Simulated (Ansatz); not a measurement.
**Structure relaxation of AlNi₃**

All numbers below come from Ansatz, DFT PBE, scalar-relativistic, plane waves, PAW.

The start is a database structure of AlNi₃, space group P6_3/mmc (No. 194).

The final relaxation ran on this input, with the default PAW datasets:

```yaml
crystal:
  lattice:
    - [5.0698410164, 0.0, 0.0]
    - [-2.5349205082, 4.3906111133, 0.0]
    - [0.0, 0.0, 4.0795746525]
  atoms:
    - { symbol: Al, position: [0.6666666667, 0.3333333333, 0.25] }
    - { symbol: Al, position: [0.3333333333, 0.6666666667, 0.75] }
    - { symbol: Ni, position: [0.3294813808, 0.1647406904, 0.75], spin: 0.22 }
    - { symbol: Ni, position: [0.8352593096, 0.1647406904, 0.75], spin: 0.22 }
    - { symbol: Ni, position: [0.8352593096, 0.6705186192, 0.75], spin: 0.22 }
    - { symbol: Ni, position: [0.6705186192, 0.8352593096, 0.25], spin: 0.22 }
    - { symbol: Ni, position: [0.1647406904, 0.8352593096, 0.25], spin: 0.22 }
    - { symbol: Ni, position: [0.1647406904, 0.3294813808, 0.25], spin: 0.22 }
basis:
  ecutwfc: 420
kpoints:
  mp_grid: { grid: [9, 9, 10] }
hamiltonian:
  xc: pbe
scf:
  occupations: { method: gaussian, width: 0.1 }
output:
  forces: true
  stress: true
  eigenvalues: true
  populations: true
magnetization:
  spin_polarized: true
relax:
  adjacent_minimum: "off"
  f_tol: 0.01
  max_steps: 80
  cell: { stress_tol: 0.05 }
```

Launched as:

```bash
ansatz run input.yaml --threads 1 --pin off --max-ram 2560MiB --backend cpu --events-out ev --progress --plain --runs-dir out
```

The program printed at the end:

```
--- Stress (GPa, compression-positive) ---
        0.000167       0.000000       0.000000
        0.000000       0.000167       0.000000
        0.000000       0.000000      -0.000213
  P = ⅓ Tr σ = 0.0000 GPa (0.000 kbar)
  k-point 0 ↑: bands = ["-87.3407", "-87.3221", "-87.3221", "-87.3196", "-87.3117", "-87.3117", "-47.8058", "-47.7959", "-47.7648", "-47.7624", "-47.7624", "-47.7569", "-47.7569", "-47.7512", "-47.7512", "-47.7215", "-47.6883", "-47.6883", "-47.6723", "-47.6657", "-47.6570", "-47.6570", "-47.6559", "-47.6559", "5.7563", "10.3046", "11.7076", "11.7076", "11.8966", "11.9276", "11.9919", "12.2397", "12.2397", "12.5697", "12.5697", "12.7493", "12.7493", "13.5375", "13.5907", "13.6269", "13.8125", "13.8125", "13.9650", "13.9650", "14.3023", "14.6233", "14.6233", "14.6937", "14.6937", "14.8810", "14.8810", "14.9613", "14.9613", "15.4472", "15.4997", "15.5878", "15.6319", "16.3432", "16.3432", "16.6760", "17.5884", "17.5884", "19.4968", "22.0528", "23.1797", "23.1797", "23.2890", "23.2890", "24.5875", "24.5993"]
  k-point 1 ↑: bands = ["-87.3402", "-87.3219", "-87.3219", "-87.3201", "-87.3120", "-87.3120", "-47.8044", "-47.7957", "-47.7728", "-47.7728", "-47.7636", "-47.7542", "-47.7542", "-47.7443", "-47.7443", "-47.7203", "-47.6872", "-47.6872", "-47.6735", "-47.6685", "-47.6571", "-47.6571", "-47.6559", "-47.6559", "5.8495", "10.2464", "11.7385", "11.7385", "11.7688", "11.9294", "12.0236", "12.2247", "12.2247", "12.5814", "12.5814", "12.7829", "12.7829", "13.2562", "13.6660", "13.9254", "13.9254", "13.9541", "13.9541", "13.9678", "14.0531", "14.6086", "14.6086", "14.6389", "14.6389", "14.9240", "14.9240", "14.9599", "14.9599", "15.4097", "15.4807", "15.5502", "15.6292", "16.2719", "16.2719", "16.7009", "17.5385", "17.5385", "20.0131", "21.7213", "22.4830", "22.4830", "22.7657", "22.7657", "23.9230", "25.3756"]
  k-point 2 ↑: bands = ["-87.3387", "-87.3216", "-87.3212", "-87.3212", "-87.3127", "-87.3127", "-47.8009", "-47.7953", "-47.7824", "-47.7824", "-47.7620", "-47.7620", "-47.7594", "-47.7287", "-47.7287", "-47.7168", "-47.6851", "-47.6851", "-47.6770", "-47.6768", "-47.6573", "-47.6573", "-47.6561", "-47.6561", "6.1266", "10.0281", "11.4440", "11.7581", "11.8149", "11.8149", "12.1795", "12.1795", "12.2698", "12.6402", "12.6402", "12.8843", "12.8843", "13.0839", "13.6536", "13.7813", "13.9333", "13.9333", "14.2231", "14.2231", "14.3526", "14.5484", "14.5484", "14.5655", "14.5655", "14.9623", "14.9623", "14.9869", "14.9869", "15.3373", "15.3459", "15.5340", "15.6213", "16.0586", "16.0586", "16.6993", "17.3728", "17.3728", "21.0977", "21.2639", "21.5398", "21.5398", "21.8630", "21.8630", "22.8986", "26.5275"]
  k-point 71 ↓: bands = ["-87.0767", "-87.0767", "-87.0747", "-87.0747", "-87.0690", "-87.0690", "-47.5450", "-47.5450", "-47.5364", "-47.5364", "-47.5179", "-47.5179", "-47.4851", "-47.4851", "-47.4614", "-47.4614", "-47.4557", "-47.4557", "-47.4527", "-47.4527", "-47.4425", "-47.4425", "-47.4171", "-47.4171", "9.5638", "9.5638", "10.1609", "10.1609", "10.9193", "10.9193", "12.5789", "12.5789", "13.1195", "13.1195", "13.1227", "13.1227", "13.2931", "13.2931", "13.4581", "13.4581", "13.8792", "13.8792", "14.1438", "14.1438", "14.1894", "14.1894", "14.6374", "14.6374", "14.7520", "14.7520", "15.1316", "15.1316", "15.1470", "15.1470", "15.4005", "15.4005", "15.6765", "15.6765", "15.8486", "15.8486", "19.2450", "19.2450", "20.6949", "20.6949", "22.1360", "22.1360", "25.9838", "25.9838", "26.4804", "26.4804"]
--- Relaxed structure (3 steps of the walk, 3 accepted, 1 SCFs on fresh bases) ---
  F+E_penalty+E_count = -36116.70855669 eV   max|allowed force component| = 7.984e-5 eV/Å   (the final SCF, on the basis selected at the relaxed cell)
  cell:  # Å, volume = 90.8884 Å³
    - [5.071653, 0.000000, 0.000000]
    - [-2.535826, 4.392180, 0.000000]
    - [0.000000, 0.000000, 4.080174]
  atoms:
    - { symbol: Al, position: [0.666667, 0.333333, 0.25] }
    - { symbol: Al, position: [0.333333, 0.666667, 0.750000] }
    - { symbol: Ni, position: [0.329306, 0.164653, 0.750000] }
    - { symbol: Ni, position: [0.835347, 0.164653, 0.750000] }
    - { symbol: Ni, position: [0.835347, 0.670694, 0.750000] }
    - { symbol: Ni, position: [0.670694, 0.835347, 0.25] }
    - { symbol: Ni, position: [0.164653, 0.835347, 0.25] }
    - { symbol: Ni, position: [0.164653, 0.329306, 0.25] }
--- Löwdin populations: 8 sites ---
  site symbol q [e]    m [muB]
     0     Al      3.6402    -0.0337
     1     Al      3.6402    -0.0337
     2     Ni     17.6118     0.1961
     3     Ni     17.6118     0.1961
     4     Ni     17.6118     0.1961
     5     Ni     17.6118     0.1961
     6     Ni     17.6118     0.1961
     7     Ni     17.6118     0.1961
  spilling = 0.009201 (of n_electrons = 114.000000)
```

Total energies depend on the potentials used, so only differences within one code and one set of settings carry meaning.

The result has space group P6_3/mmc (No. 194). Al has 12 Ni at 2.52–2.54 Å; around Ni lie 8 Ni at 2.50–2.57 Å and 4 Al at 2.52–2.54 Å.

Against the elements it lies at -0.42 eV/atom. The zero of energy is the elements' standard structures at the same level; no fitted shifts are applied.

The k mesh leaves about 4 meV/atom of noise in metals.

Symmetry constrained the relaxation, so the result can be a saddle point.